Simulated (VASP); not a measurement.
**NaCl in VASP: one cell, several levels of theory**

The task here is to estimate one member of a computed series from the others.

Program: VASP 6.6.1. PAW datasets, plane waves. All values are calculated for a non-magnetic cell, which may be hypothetical.

### The cell

The cell comes from an earlier relaxation with r2SCAN in another program.

It is cubic, F-43m (No. 216); a = 6.175 Å in the conventional setting, 29.43 Å³ an atom. Around Na lie 4 Cl at 2.67 Å; around Cl lie 4 Na at 2.67 Å.

As a file:

```cif
data_structure
_symmetry_space_group_name_H-M 'F-43m'
_symmetry_Int_Tables_number 216
_cell_length_a 6.1745
_cell_length_b 6.1745
_cell_length_c 6.1745
_cell_angle_alpha 90.000
_cell_angle_beta 90.000
_cell_angle_gamma 90.000
_cell_volume 235.40
loop_
_atom_site_label
_atom_site_type_symbol
_atom_site_symmetry_multiplicity
_atom_site_Wyckoff_symbol
_atom_site_fract_x
_atom_site_fract_y
_atom_site_fract_z
_atom_site_occupancy
Na1 Na 4 a 0.00000 0.00000 0.00000 1
Cl1 Cl 4 d 0.25000 0.25000 0.75000 1
```

Set-up of the first run:

Contents of INCAR:

```
ENCUT = 520.000000
SIGMA = 0.020000
EDIFF = 1.00e-07
GGA = PE
PREC = Accurate
IBRION = -1
ISIF = 2
ISMEAR = -1
NBANDS = 14
NELM = 120
NSW = 0
LASPH = .TRUE.
LCHARG = .FALSE.
LWAVE = .FALSE.
LREAL = .FALSE.
```

Contents of KPOINTS:

```
KPOINTS created by Atomic Simulation Environment
0
Gamma
8 8 8
0 0 0
```

Contents of KPOINTS_OPT:

```
special points
6
Reciprocal
0.0000000000 0.0000000000 0.0000000000 1
0.5000000000 0.0000000000 0.5000000000 1
0.5000000000 0.2500000000 0.7500000000 1
0.3750000000 0.3750000000 0.7500000000 1
0.5000000000 0.5000000000 0.5000000000 1
0.6250000000 0.2500000000 0.6250000000 1
```

Contents of POSCAR:

```
Na Cl
 1.0000000000000000
     0.0000000000000000    3.0872728252856900    3.0872728252856900
     3.0872728252856900    0.0000000000000000    3.0872728252856900
     3.0872728252856900    3.0872728252856900   -0.0000000000000000
 Na  Cl
   1   1
Cartesian
  0.0000000000000000  0.0000000000000000  0.0000000000000000
  1.5436364126428450  1.5436364126428450  1.5436364126428450
```

Potentials: the recommended PBE PAW datasets, 14 valence electrons in the neutral cell.

Among the steps run: PBE; r2SCAN; LDA at this geometry; PBEsol; Linear response to a field, PBE.

One of the session's tables, all rows but one given; the rest of the session is left out.

| level | gap (eV) |
| --- | --- |
| PBE | 4.94 |
| r2SCAN | 5.57 |
| LDA | 4.55 |
| PBEsol | ? |

Q: Estimate the row for PBEsol from the others.

**Answer.** gap (eV): 4.84. In the column «gap (eV)» it lies between LDA (4.55) and PBE (4.94).

The gap spans 4.55 eV (LDA) to 5.57 eV (r2SCAN). At this one volume the pressure spans -1.3 GPa (LDA) to 0.7 GPa (PBE): PBE wants the largest cell and LDA the smallest. A mean ε∞ of 2.1 means a refractive index near 1.45 below the gap.
